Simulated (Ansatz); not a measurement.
**GePt: a short molecular-dynamics run**

Aim: set GePt (a distorted structure, 8 atoms, not relaxed) in motion for 30 steps of 1.5 fs under a Langevin thermostat at 300 K, and see how temperature, energy and positions respond.

All numbers below are computed with Ansatz 0.2.0 (DFT PBEsol, plane waves, PAW, scalar-relativistic, no spin polarisation).

### 1 Starting point

The cell holds 8 atoms (Ge4Pt4): a = 6.329 Å, b = 5.669 Å, c = 3.772 Å, α = 88.76°, β = 89.07°, γ = 91.23°.

As a file:

```
Pt Ge
1.0
     6.32882   -0.06634    0.05106
    -0.06246    5.66781    0.06258
     0.03104    0.04041    3.77211
Pt Ge
4 4
Direct
  0.21379 0.05279 0.31123
  0.83229 0.94606 0.71066
  0.69047 0.45720 0.75272
  0.36710 0.55745 0.25080
  0.65264 0.25467 0.26773
  0.41926 0.81907 0.71535
  0.11881 0.33286 0.77809
  0.87409 0.66001 0.23244
```

### 2 Dynamics

input.yaml reads:

```yaml
crystal:
  lattice:
    - [6.328821, -0.066335, 0.051061]
    - [-0.062456, 5.667814, 0.062582]
    - [0.031041, 0.040407, 3.772113]
  atoms:
    - { symbol: Pt, position: [0.213791, 0.052794, 0.311235] }
    - { symbol: Pt, position: [0.832291, 0.946063, 0.710664] }
    - { symbol: Pt, position: [0.690468, 0.457201, 0.752716] }
    - { symbol: Pt, position: [0.367095, 0.557451, 0.250798] }
    - { symbol: Ge, position: [0.652641, 0.254674, 0.267726] }
    - { symbol: Ge, position: [0.41926, 0.819068, 0.715348] }
    - { symbol: Ge, position: [0.11881, 0.332856, 0.778091] }
    - { symbol: Ge, position: [0.874091, 0.660011, 0.232443] }
kpoints:
  mp_grid: { grid: [3, 3, 4] }
magnetization:
  spin_polarized: false
scf:
  occupations: { method: cold, width: 0.15 }
hamiltonian:
  pseudopotentials: { kind: paw }
  xc: pbesol
basis:
  ecutwfc: 420
md:
  timestep: 1.5
  n_steps: 30
  ensemble: nvt_langevin
  temperature: 300.0
  initial_velocities: maxwell_boltzmann
  seed: 96253
```

The run is started by

```bash
ansatz run input.yaml --threads 2 --pin off --max-ram 2560MiB --backend cpu --events-out ev --progress --plain --runs-dir out
```

What it wrote:

```text
Warning: md: disabling space-group detection — thermal motion breaks the input geometry's symmetry, so no spatial operation reduces the k-mesh or symmetrises the density; time reversal is kept, so that k and −k are solved as one point where they differ and the mesh holds both, and exact exchange and, on two spinor components, a DFT+U term hold to it where the run has them: on two components no moment then forms, and a state that bears one, which a typed moment (crystal.atoms[].spin; refused beside efield: under a hybrid functional) reaches, can lie lower, under hf by electronvolts; crystal.symmetry.detect: false (a key that needs symmetry detection or time reversal refuses this as the deck is read) with time_reversal: false beside it drops time reversal too
Warning: RAYON_NUM_THREADS=2 ignored (pool sized by the plan → 2); use --threads N
Engine: ansatz 0.2.0, aarch64-unknown-linux-gnu
Pseudopotentials: kind: paw
Pseudopotential: Pt, paw, valence charge 18, recommended cutoff 420 eV (normal), Pt.paw.azcp
Pseudopotential: Ge, paw, valence charge 14, recommended cutoff 420 eV (normal), Ge.paw.azcp
Functional definition: PBEsol
  exchange = pbesol_x
  correlation = pbesol_c
Crystal: 8 atoms, lattice volume = 135.267 Å³
Basis set: ecut = 420 eV, 2659 PW (Γ), exchange–correlation on 90×80×54 points (8 copies of the dense FFT grid, shifted against one another)
Bands: 77, of which v1, the nominal top of the filled ones, is band 64 counted from 1 (63 counted from 0)
Symmetry: 1 space group operations
k-points: 19 of 36 (time reversal used)
Non-local potential: Pt, projectors of the file, l = 0: 3, l = 1: 2, l = 2: 2, l = 3: 1
Non-local potential: Ge, projectors of the file, l = 0: 2, l = 1: 2, l = 2: 3, l = 3: 1
PAW form: soft (Blöchl's): semilocal exchange-correlation on the pseudo side does not see the compensation charge
PAW frozen core: Pt, regenerated for the run's functional, and the local potential with it (the file was generated under x = pbe(κ = 0.804, μ = 0.2195149727645171), c = pbe(β = 0.06672455060314922))
PAW frozen core: Ge, regenerated for the run's functional, and the local potential with it (the file was generated under x = pbe(κ = 0.804, μ = 0.2195149727645171), c = pbe(β = 0.06672455060314922))
PAW one-centre angular grid: Pt, 590 points (default); XC on 64 Gauss nodes
PAW one-centre angular grid: Ge, 590 points (default); XC on 64 Gauss nodes
Initial density: superposition of atomic densities (neutral atoms: chi_scale 0, normalization atom), corrected by the library's trained network
Initial wavefunctions: pseudopotential atomic-orbital guess
Functional: x = pbesol(κ = 0.804, μ = 0.12345679012345678), c = pbesol(β = 0.046)
SCF iter   1: F=—  HF=-66549.741246 eV  |F-HF|=—  |Δ(HF+E_count)|=         —  Δρ=5.38e-3  dr2=2.85e-2  ethr=1.77e-3  ⟨swp⟩=5.2  Hψ=4964  notcnv=0  defer=9
preconditioner: auto → Kerker (q_TF=auto, 2.703 Å⁻¹)  [metal: Δε(μ)=0.018 eV  Ē_g=17.055 eV  σ=0.150 eV  W_gap=0.08  n_scr=42 (ndim 8)  ℏωp=31.3 eV  f_vac=0.001  D(μ)=5.13/eV (n_scr^D=42)]
SCF iter   2: F=—  HF=-66549.737607 eV  |F-HF|=—  |Δ(HF+E_count)|=   3.64e-3  S|Δr|=    0.00e0  Δρ=2.86e-3  dr2=9.07e-3  ethr=2.23e-5  ⟨swp⟩=2.0  Hψ=2197  notcnv=0  defer=9
SCF iter   3: F=—  HF=-66549.736277 eV  |F-HF|=—  |Δ(HF+E_count)|=   1.33e-3  S|Δr|=    0.00e0  Δρ=7.94e-4  dr2=9.93e-4  ethr=7.08e-6  ⟨swp⟩=2.1  Hψ=1788  notcnv=0  defer=9
SCF iter   4: F=—  HF=-66549.736033 eV  |F-HF|=—  |Δ(HF+E_count)|=   2.44e-4  S|Δr|=    0.00e0  Δρ=3.09e-4  dr2=2.22e-4  ethr=7.75e-7  ⟨swp⟩=2.4  Hψ=2209  notcnv=0  defer=9
SCF iter   5: F=—  HF=-66549.735995 eV  |F-HF|=—  |Δ(HF+E_count)|=   3.83e-5  S|Δr|=    0.00e0  Δρ=8.31e-5  dr2=1.93e-5  ethr=1.73e-7  ⟨swp⟩=2.0  Hψ=1830  notcnv=0  defer=9
SCF iter   6: F=—  HF=-66549.735980 eV  |F-HF|=—  |Δ(HF+E_count)|=   1.52e-5  S|Δr|=    0.00e0  Δρ=3.39e-5  dr2=2.32e-6  ethr=1.51e-8  ⟨swp⟩=2.0  Hψ=2281  notcnv=0  defer=9
SCF iter   7: F=—  HF=-66549.735982 eV  |F-HF|=—  |Δ(HF+E_count)|=   2.70e-6  S|Δr|=    0.00e0  Δρ=1.67e-5  dr2=5.51e-7  ethr=1.82e-9  ⟨swp⟩=2.0  Hψ=2282  notcnv=0  defer=9
SCF iter   8: F=—  HF=-66549.735982 eV  |F-HF|=—  |Δ(HF+E_count)|=   2.43e-7  S|Δr|=    0.00e0  Δρ=6.97e-6  dr2=9.24e-8  ethr=4.31e-10  ⟨swp⟩=2.0  Hψ=2220  notcnv=0  defer=9
SCF iter   9: F=-66549.735982 eV  HF=-66549.735982 eV  |F-HF|=2.76e-9  |Δ(HF+E_count)|=   4.03e-9  S|Δr|=    0.00e0  Δρ=1.86e-6  dr2=7.91e-9  ethr=6.25e-12  ⟨swp⟩=2.3  Hψ=4952  notcnv=0
SCF 1 converged in 9 iterations: F = -66549.735982 eV  dr2 = 7.91e-9
md step     0: t =     0.00 fs  T =   262.5 K  F+E_penalty+E_count = -66549.73598225 eV  E_kin = 0.271446 eV  (9 SCF iters)
[... 12 lines left out ...]
md step     1: t =     1.50 fs  T =   316.9 K  F+E_penalty+E_count = -66549.76626955 eV  E_kin = 0.327723 eV  (7 SCF iters)
[... 10 lines left out ...]
md step     2: t =     3.00 fs  T =   344.8 K  F+E_penalty+E_count = -66549.81165244 eV  E_kin = 0.356573 eV  (7 SCF iters)
[... 1 line left out ...]
md step     3: t =     4.50 fs  T =   440.2 K  F+E_penalty+E_count = -66549.87216232 eV  E_kin = 0.455226 eV  (7 SCF iters)
md step     4: t =     6.00 fs  T =   506.5 K  F+E_penalty+E_count = -66549.94947066 eV  E_kin = 0.523754 eV  (7 SCF iters)
md step     5: t =     7.50 fs  T =   578.8 K  F+E_penalty+E_count = -66550.03664488 eV  E_kin = 0.598518 eV  (4 SCF iters)
md step     6: t =     9.00 fs  T =   624.0 K  F+E_penalty+E_count = -66550.12888337 eV  E_kin = 0.645272 eV  (4 SCF iters)
md step     7: t =    10.50 fs  T =   708.6 K  F+E_penalty+E_count = -66550.22360960 eV  E_kin = 0.732780 eV  (4 SCF iters)
md step     8: t =    12.00 fs  T =   760.3 K  F+E_penalty+E_count = -66550.31932429 eV  E_kin = 0.786161 eV  (4 SCF iters)
md step     9: t =    13.50 fs  T =   785.3 K  F+E_penalty+E_count = -66550.41637469 eV  E_kin = 0.812017 eV  (5 SCF iters)
md step    10: t =    15.00 fs  T =   927.1 K  F+E_penalty+E_count = -66550.51742277 eV  E_kin = 0.958736 eV  (7 SCF iters)
md step    11: t =    16.50 fs  T =   994.0 K  F+E_penalty+E_count = -66550.62034544 eV  E_kin = 1.027892 eV  (4 SCF iters)
md step    12: t =    18.00 fs  T =  1055.1 K  F+E_penalty+E_count = -66550.72059230 eV  E_kin = 1.091042 eV  (5 SCF iters)
md step    13: t =    19.50 fs  T =  1136.9 K  F+E_penalty+E_count = -66550.81720514 eV  E_kin = 1.175690 eV  (5 SCF iters)
md step    14: t =    21.00 fs  T =  1194.5 K  F+E_penalty+E_count = -66550.90983107 eV  E_kin = 1.235190 eV  (4 SCF iters)
md step    15: t =    22.50 fs  T =  1254.0 K  F+E_penalty+E_count = -66550.99723283 eV  E_kin = 1.296691 eV  (4 SCF iters)
md step    16: t =    24.00 fs  T =  1249.4 K  F+E_penalty+E_count = -66551.07765178 eV  E_kin = 1.291984 eV  (4 SCF iters)
md step    17: t =    25.50 fs  T =  1257.6 K  F+E_penalty+E_count = -66551.15112740 eV  E_kin = 1.300473 eV  (5 SCF iters)
md step    18: t =    27.00 fs  T =  1291.3 K  F+E_penalty+E_count = -66551.21761954 eV  E_kin = 1.335310 eV  (4 SCF iters)
md step    19: t =    28.50 fs  T =  1406.3 K  F+E_penalty+E_count = -66551.27786580 eV  E_kin = 1.454263 eV  (4 SCF iters)
md step    20: t =    30.00 fs  T =  1438.4 K  F+E_penalty+E_count = -66551.33172984 eV  E_kin = 1.487399 eV  (7 SCF iters)
md step    21: t =    31.50 fs  T =  1490.3 K  F+E_penalty+E_count = -66551.37771449 eV  E_kin = 1.541053 eV  (4 SCF iters)
md step    22: t =    33.00 fs  T =  1498.0 K  F+E_penalty+E_count = -66551.41686972 eV  E_kin = 1.549020 eV  (4 SCF iters)
md step    23: t =    34.50 fs  T =  1523.3 K  F+E_penalty+E_count = -66551.45046309 eV  E_kin = 1.575229 eV  (5 SCF iters)
md step    24: t =    36.00 fs  T =  1437.6 K  F+E_penalty+E_count = -66551.47772372 eV  E_kin = 1.486606 eV  (4 SCF iters)
md step    25: t =    37.50 fs  T =  1445.8 K  F+E_penalty+E_count = -66551.49852925 eV  E_kin = 1.495080 eV  (4 SCF iters)
md step    26: t =    39.00 fs  T =  1378.6 K  F+E_penalty+E_count = -66551.51440574 eV  E_kin = 1.425549 eV  (4 SCF iters)
md step    27: t =    40.50 fs  T =  1425.9 K  F+E_penalty+E_count = -66551.52698265 eV  E_kin = 1.474450 eV  (4 SCF iters)
md step    28: t =    42.00 fs  T =  1495.9 K  F+E_penalty+E_count = -66551.53687190 eV  E_kin = 1.546889 eV  (4 SCF iters)
md step    29: t =    43.50 fs  T =  1481.9 K  F+E_penalty+E_count = -66551.54367671 eV  E_kin = 1.532356 eV  (4 SCF iters)
[... 10 lines left out ...]
md step    30: t =    45.00 fs  T =  1460.4 K  F+E_penalty+E_count = -66551.54719089 eV  E_kin = 1.510196 eV  (7 SCF iters)
SCF converged after 7 iterations
Stability not checked: this state was not tested for a lower state beside it, because cold or Methfessel-Paxton smearing, or corrected tetrahedra, fill the levels in a way that the test cannot read (fill_not_monotonic; see scf.lower_state_search)
Free energy (F): -66551.547191 eV
Harris-Foulkes:  -66551.547191 eV  (|F-HF|=1.14e-9)
Internal energy: -66551.538483 eV  (E = F + TS)
E sigma→0 (E₀):  -66551.544288 eV
Entropy (-TS):   -0.008708 eV (-1.088 meV/atom)
Fermi energy:    16.636272 eV
Step filling:    the computed levels leave a gap of 0.0610 eV = 0.4 smearing widths at the electron count; against every level under it full and every level over it empty, smearing changes F+E_penalty+E_count by -1.328 meV and its σ→0 estimate by +1.575 meV
--- Per-component energies (eV) ---
  E_band       = -1194.187160
  E_kinetic    = 3001.663141
  E_local      = -15538.279484  (includes V_loc(G=0)·N_el)
  E_nonlocal   = 2491.264796
  E_hartree    = 6369.690589
  E_xc         = -1342.918388
  E_vxc        = -1470.843189  (∫ρ·V_xc dr)
  E_paw        = -45182.426136  (= ΣΔE_a)
  E_vpaw       = -2417.375729  (= ΣTr[D̂ρ^β])
  E_aug_tail   = 0.002007  (compensation charges beyond the density's cutoff)
  E_ewald      = -16355.354678
  E_core_change = 4.819670  (= ΣΔE_core)
  E_smearing   = -0.008708  (= −TS)
  E_closure    = -0.000000  (closes the sum)
  Σ components = -66551.547191   (vs F -66551.547191, Δ=0.00e0)
--- Forces (eV/Å), atoms counted from 1 ---
  atom   1  Pt     0.29854669    -0.70508230    -0.21111971
  atom   2  Pt     0.42377759     1.73801866     0.81035888
  atom   3  Pt     0.79986007     0.06817550    -0.36243178
  atom   4  Pt    -1.07125143    -1.02546159     0.55112208
  atom   5  Ge    -0.91702722     1.52941252    -0.86466387
  atom   6  Ge    -0.37229295    -0.89874559     0.20801367
  atom   7  Ge    -0.42776465     0.10316241    -0.28399853
  atom   8  Ge     1.26614838    -0.80948172     0.15271627
  max |Σ_I F_I| component: 3.51e-6 eV/Å
--- MD trajectory: 30 steps, t = 0.0 → 45.0 fs ---
  final state: T = 1460.4 K   F+E_penalty+E_count = -66551.54719089 eV   E_kin = 1.510196 eV
```

Run time: 6.7 min. Hardware: 2 threads of Arm Neoverse N1, shared host; peak memory 0.58 GiB.

### 3 The trajectory

One step in 3; energies are changes from step 0; msd is the mean square displacement from the start, the centre of mass held:

```csv
time (fs),T (K),potential energy change (meV/atom),msd Ge (Å²),msd Pt (Å²)
0.0,262,0.0,0.000,0.000
4.5,440,-17.0,0.000,0.000
9.0,624,-49.1,0.001,0.000
13.5,785,-85.0,0.004,0.001
18.0,1055,-123.1,0.009,0.001
22.5,1254,-157.7,0.016,0.002
27.0,1291,-185.2,0.027,0.003
31.5,1490,-205.2,0.041,0.005
36.0,1438,-217.7,0.058,0.006
40.5,1426,-223.9,0.077,0.008
45.0,1460,-226.4,0.099,0.010
```

time (fs), T (K) and a bar:
```
      0.0        262 
      1.5        317 #
      4.5        440 ####
      6.0        506 ######
      7.5        579 ########
     10.5        709 ###########
     12.0        760 ############
     13.5        785 ############
     15.0        927 ################
     18.0       1055 ###################
     19.5       1137 #####################
     21.0       1194 ######################
     24.0       1249 #######################
     25.5       1258 ########################
     27.0       1291 ########################
     30.0       1438 ############################
     31.5       1490 #############################
     33.0       1498 #############################
     34.5       1523 ##############################
     37.5       1446 ############################
     39.0       1379 ###########################
     40.5       1426 ############################
     43.5       1482 #############################
     45.0       1460 #############################
```

### 4 Positions and forces

Extended XYZ, with forces in eV/Å:

```xyz
8
Lattice="6.329 -0.066 0.051 -0.062 5.668 0.063 0.031 0.040 3.772" Properties=species:S:1:pos:R:3:forces:R:3 pbc="T T T" time_fs=6.0 T=506 dE=-0.2135
Pt    1.350    0.297    1.184    0.042   -0.393   -0.917
Pt    5.219    5.326    2.789   -0.515    1.261    0.154
Pt    4.375    2.581    2.908    0.834    2.602    0.183
Pt    2.304    3.152    0.996   -1.760   -1.154   -0.720
Ge    4.120    1.384    1.059   -1.404   -5.034   -0.576
Ge    2.634    4.659    2.779    0.616    1.130    1.445
Ge    0.765    1.905    2.952   -0.028   -0.362    0.132
Ge    5.492    3.709    0.953    2.216    1.950    0.298
8
Lattice="6.329 -0.066 0.051 -0.062 5.668 0.063 0.031 0.040 3.772" Properties=species:S:1:pos:R:3:forces:R:3 pbc="T T T" time_fs=12.0 T=760 dE=-0.5833
Pt    1.343    0.297    1.174    0.096   -0.495   -0.893
Pt    5.210    5.322    2.795   -0.433    1.436    0.113
Pt    4.387    2.591    2.916    0.789    2.103   -0.173
Pt    2.310    3.157    0.987   -1.633   -1.129   -0.481
Ge    4.109    1.334    1.059   -1.326   -4.140   -0.347
Ge    2.643    4.683    2.794    0.512    0.874    1.181
Ge    0.775    1.898    2.944   -0.108   -0.243    0.157
Ge    5.499    3.731    0.947    2.103    1.595    0.443
8
Lattice="6.329 -0.066 0.051 -0.062 5.668 0.063 0.031 0.040 3.772" Properties=species:S:1:pos:R:3:forces:R:3 pbc="T T T" time_fs=16.5 T=994 dE=-0.8844
Pt    1.339    0.297    1.166    0.150   -0.570   -0.843
Pt    5.204    5.321    2.797   -0.359    1.542    0.114
Pt    4.394    2.599    2.923    0.769    1.724   -0.350
Pt    2.314    3.161    0.980   -1.535   -1.111   -0.262
Ge    4.097    1.286    1.060   -1.260   -3.342   -0.272
Ge    2.652    4.703    2.809    0.409    0.659    0.945
Ge    0.780    1.897    2.941   -0.160   -0.169    0.142
Ge    5.512    3.750    0.944    1.986    1.267    0.526
8
Lattice="6.329 -0.066 0.051 -0.062 5.668 0.063 0.031 0.040 3.772" Properties=species:S:1:pos:R:3:forces:R:3 pbc="T T T" time_fs=22.5 T=1254 dE=-1.2613
Pt    1.332    0.297    1.154    0.221   -0.655   -0.753
Pt    5.193    5.323    2.797   -0.236    1.728    0.179
Pt    4.406    2.612    2.933    0.764    1.197   -0.492
Pt    2.314    3.164    0.972   -1.405   -1.086   -0.002
Ge    4.075    1.217    1.060   -1.167   -2.178   -0.233
Ge    2.665    4.732    2.831    0.242    0.338    0.678
Ge    0.787    1.901    2.940   -0.237   -0.084    0.084
Ge    5.539    3.786    0.944    1.819    0.740    0.538
8
Lattice="6.329 -0.066 0.051 -0.062 5.668 0.063 0.031 0.040 3.772" Properties=species:S:1:pos:R:3:forces:R:3 pbc="T T T" time_fs=28.5 T=1406 dE=-1.5419
Pt    1.324    0.296    1.140    0.272   -0.709   -0.664
Pt    5.179    5.329    2.795   -0.110    1.896    0.323
Pt    4.419    2.628    2.944    0.770    0.726   -0.539
Pt    2.310    3.166    0.966   -1.293   -1.081    0.187
Ge    4.048    1.145    1.058   -1.077   -1.051   -0.263
Ge    2.671    4.760    2.849    0.093    0.014    0.513
Ge    0.795    1.908    2.939   -0.316   -0.001    0.014
Ge    5.570    3.827    0.952    1.662    0.207    0.429
8
Lattice="6.329 -0.066 0.051 -0.062 5.668 0.063 0.031 0.040 3.772" Properties=species:S:1:pos:R:3:forces:R:3 pbc="T T T" time_fs=33.0 T=1498 dE=-1.6809
Pt    1.321    0.295    1.127    0.304   -0.734   -0.559
Pt    5.167    5.336    2.794    0.029    1.958    0.474
Pt    4.428    2.638    2.952    0.786    0.445   -0.514
Pt    2.306    3.167    0.957   -1.223   -1.075    0.330
Ge    4.029    1.087    1.057   -1.030   -0.223   -0.383
Ge    2.677    4.780    2.862   -0.061   -0.241    0.393
Ge    0.798    1.914    2.939   -0.359    0.042   -0.056
Ge    5.597    3.856    0.959    1.554   -0.172    0.315
8
Lattice="6.329 -0.066 0.051 -0.062 5.668 0.063 0.031 0.040 3.772" Properties=species:S:1:pos:R:3:forces:R:3 pbc="T T T" time_fs=39.0 T=1379 dE=-1.7784
Pt    1.322    0.292    1.104    0.318   -0.733   -0.392
Pt    5.155    5.351    2.791    0.231    1.899    0.669
Pt    4.437    2.646    2.962    0.801    0.218   -0.451
Pt    2.297    3.165    0.946   -1.138   -1.049    0.465
Ge    4.005    1.008    1.052   -0.986    0.745   -0.604
Ge    2.683    4.808    2.879   -0.249   -0.597    0.289
Ge    0.800    1.920    2.942   -0.397    0.086   -0.170
Ge    5.636    3.889    0.965    1.419   -0.568    0.195
8
Lattice="6.329 -0.066 0.051 -0.062 5.668 0.063 0.031 0.040 3.772" Properties=species:S:1:pos:R:3:forces:R:3 pbc="T T T" time_fs=45.0 T=1460 dE=-1.8112
Pt    1.325    0.290    1.078    0.299   -0.705   -0.211
Pt    5.147    5.371    2.792    0.424    1.738    0.810
Pt    4.447    2.658    2.971    0.800    0.068   -0.362
Pt    2.286    3.162    0.935   -1.071   -1.025    0.551
Ge    3.977    0.933    1.048   -0.917    1.529   -0.865
Ge    2.685    4.832    2.894   -0.372   -0.899    0.208
Ge    0.798    1.929    2.945   -0.428    0.103   -0.284
Ge    5.681    3.913    0.968    1.266   -0.809    0.153
```

### 5 Outcome

| quantity | value |
| --- | --- |
| length | 30 steps of 1.5 fs |
| temperature, first and last step | 262 and 1460 K |
| temperature, second half | mean 1408 K, from 1249 to 1523 K |
| potential energy, second half | -204 meV/atom from the start |
| mean square displacement, second half | Ge 0.052, Pt 0.006 Å² |

**Reading.** Against a set 300 K the second half averages 1408 K, going from 1254 to 1460 K over that half; the potential energy of that half lies 204 meV/atom under the start, so the atoms have moved to lower-lying arrangements, and the energy set free heats the cell. No atom gets farther than 0.52 Å from its start, with the drift of the whole removed, against a typical distance of 2.4 Å between sites at the start. Averages from a run of 45 fs with 8 atoms are rough.
